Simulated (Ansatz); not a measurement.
K (Cmcm): electronic heat capacity and spin susceptibility from the density of states

Level of theory: DFT PBE+D3(BJ), scalar-relativistic, plane waves, PAW in Ansatz.

Plane waves to 420 eV, a k mesh through Γ of 10×10×6 on the computed 2-atom cell and Gaussian smearing (0.10 eV); no spin polarisation.

Relaxed cell: Cmcm, a = 4.645 Å, b = 7.989 Å, c = 7.478 Å, α = 90.00°, β = 90.00°, γ = 90.00°, 2 atoms in the primitive cell. This form isn't the element's structure at ambient conditions.

The density of states at the Fermi level is 1.581 states/eV in the cell of 2 atoms (2 formula units; both spins, tetrahedra on a 15×15×9 mesh).

Question: What Sommerfeld coefficient and Pauli susceptibility does this give?

Answer: Per formula unit N(E_F) = 0.790 states/eV. γ = (π²/3) k_B² N(E_F) N_A = 2.357 mJ/(mol K²) per state/eV, so γ = 1.9 mJ/(mol K²), a mole of formula units. χ_P = μ_B² N(E_F) N_A = 3.23×10⁻⁵ emu/mol per state/eV gives 2.6×10⁻⁵ emu/mol. This is the bare band result: a measured γ of the same phase is as a rule larger by a factor 1 + λ from phonons and spin fluctuations, the spin part of χ is larger by the Stoner factor, and a measured χ also holds orbital and core terms. N(E_F) at one energy is sensitive to the mesh where the density of states has sharp peaks.

Cost: 1 run of about 0.84 core-minutes, on Arm Neoverse V2 (shared hosts).